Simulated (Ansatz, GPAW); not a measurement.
This is a calculation of CdTe for Ansatz 0.2.0. 

Contents of input.yaml:

```yaml
crystal:
  lattice:
    - [0.0, 3.205, 3.205]
    - [3.205, 0.0, 3.205]
    - [3.205, 3.205, 0.0]
  atoms:
    - { symbol: Te, position: [0.25, 0.25, 0.25] }
    - { symbol: Cd, position: [0.0, 0.0, 0.0] }
hamiltonian:
  xc: pbe
  pseudopotentials: { kind: paw }
kpoints:
  mp_grid: { grid: [7, 7, 7] }
scf:
  occupations: { method: gaussian, width: 0.05 }
output:
  forces: true
  stress: true
  eigenvalues: true
  write_density: true
  write_potential: true
  elf: true
  volumetric_format: npy
```

Potentials or basis: Ansatz PAW.

Run with:

```sh
$ ansatz run input.yaml --threads 1 --pin off --max-ram 3584MiB --backend cpu --events-out ev --progress --plain --runs-dir out
```

Task: Translate it to GPAW 26.7.0 (ASE script). Potentials or basis there: GPAW PAW data sets (gpaw-data 1.2.1), cutoff 600 eV.

Result: As run (cutoffs and basis follow the program's own potentials, and thresholds, step limits or extra output files can differ):

Contents of run.py:

```python
from ase.dft.bandgap import bandgap
from ase.io import read, write
from ase.units import GPa
from gpaw import GPAW, PW

atoms = read('CdTe.xyz')

calc = GPAW(mode=PW(600),
            xc='PBE',
            kpts={'size': (7, 7, 7), 'gamma': True},
            occupations={'name': 'methfessel-paxton', 'order': 0, 'width': 0.05},
            nbands=18,
            convergence={'density': 1e-05, 'energy': 1e-05},
            maxiter=150,
            txt='gpaw.txt')
atoms.calc = calc
energy = atoms.get_potential_energy()
forces = atoms.get_forces()
stress = atoms.get_stress()
calc.write('gs.gpw')
write('result.traj', atoms)
print(f'Energy: {energy:.6f} eV')
print('Forces (eV/A):')
print(forces.round(4))
print('Stress (GPa):', (stress / GPa).round(3))
print('Fermi level:', round(calc.get_fermi_level(), 4), 'eV')
print(f'Gap: {bandgap(calc)[0]:.4f} eV, direct: {bandgap(calc, direct=True)[0]:.4f} eV')
```

Contents of CdTe.xyz:

```xyz
2
Lattice="0.0000000000 3.2050000000 3.2050000000 3.2050000000 0.0000000000 3.2050000000 3.2050000000 3.2050000000 0.0000000000" Properties=species:S:1:pos:R:3 pbc="T T T"
Te     1.6025000000      1.6025000000      1.6025000000
Cd     0.0000000000      0.0000000000      0.0000000000
```

Potentials or basis: GPAW PAW data sets (gpaw-data 1.2.1), pw.

Run with:

```console
$ OMP_NUM_THREADS=1 python run.py
```

Both were run:

|  | Ansatz | GPAW |
| --- | --- | --- |
| Pressure | 4.2 GPa | 3.8 GPa |

Ansatz's pressure holds a Pulay term of +0.04 GPa for its cutoff of 420 eV, which the other run lacks.

The potentials hold 36 and 18 valence electrons a cell.

Where Ansatz's input types no cutoff or centring, it takes its own default and a Γ-centred mesh.

Pressure is positive in compression.
